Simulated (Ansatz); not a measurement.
ZnS:

```xyz
2
Lattice="0.0000 2.7020 2.7020 2.7020 0.0000 2.7020 2.7020 2.7020 0.0000" Properties=species:S:1:pos:R:3 pbc="T T T"
Zn    4.0530    4.0530    4.0530
S     0.0000    0.0000    0.0000
```

Base run:

* Program: Ansatz 0.2.0
* Functional: PBEsol
* Potentials or basis: all-electron PAW datasets made for the crystal
* Cutoff: 310 eV
* Density cutoff: 1240 eV
* k mesh: 9 × 9 × 9
* Occupations: fixed
* Spin: no spin polarisation

Its results: band gap on the k mesh 1.98 eV, direct; electronic dielectric tensor (diagonal) 6.08.

Question: The run is repeated on the same cell with these changes: functional from PBEsol to LDA. What comes out?

Answer: Band gap on the k mesh 1.86 eV, direct; electronic dielectric tensor (diagonal) 6.20.

Caveats: the program warned that the printed levels may be off, so bands, gaps and densities of states are rough; an odd mesh through Γ misses points on the zone boundary, where band edges often lie.

Not every run made on this cell is shown here.
